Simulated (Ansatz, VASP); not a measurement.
Si in VASP and in Ansatz

```
CELL_PARAMETERS angstrom
2.22508 0.00000 0.00000
0.00000 2.22508 0.00000
0.00000 0.00000 2.22508
ATOMIC_POSITIONS crystal
Si 0.00000 0.00000 0.00000
```

Change from the starting cell: volume scaled by 0.68, LAPW.

Alike in both runs: task single point; functional PBE; k mesh 15 × 15 × 15; occupations fermi-dirac, width 0.08 eV; no spin polarisation.

```csv
,VASP,Ansatz
version,VASP 6.6.1,Ansatz 0.2.0
potentials or method,"VASP PAW PBE potentials, release 64 (Si), cutoff 520 eV","all-electron LAPW, scalar-relativistic"
```

|  | VASP | Ansatz | Ansatz less VASP |
| --- | --- | --- | --- |
| pressure (GPa) | 86.6 | 86.6 | +0.02 |

Ansatz ran all-electron here, so the differences hold the error of VASP's frozen core and of both bases.

Caveats: the cell as given lies far from equilibrium; so large a pressure means that the cell lies far from this level's equilibrium, or that cutoff or potentials fall short (VASP).
